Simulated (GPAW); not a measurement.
Crystal: Co.

```
Co
1.0
     2.47200    0.00000    0.00000
    -1.23600    2.14081    0.00000
     0.00000    0.00000    4.02114
Co
2
Direct
  0.66667 0.33333 0.75000
  0.33333 0.66667 0.25000
```

Base run:

- Program: GPAW 26.7.0
- Functional: PBEsol
- Potentials or basis: PAW data sets generated in the run's folder for this functional
- Cutoff: 600 eV
- Basis: pw
- k mesh: 10 × 10 × 6
- Occupations: fermi-dirac, width 0.05 eV
- Spin: collinear spin, ferromagnetic start
- Starting moments: [2.0, 2.0] μB
- Hubbard terms: Co d U = 6 eV

Its results: pressure 9.0 GPa; net moment 4.12 μB per cell; site moments Co +2.28 μB.

Question: The run is repeated on the same cell with these changes: hubbard terms from Co d U = 6 eV to Co d U = 3 eV. What comes out?

Answer: Pressure -0.5 GPa; net moment 3.60 μB per cell; site moments Co +1.96 μB.

Caveats: the U is typed as a test and isn't derived for this compound.
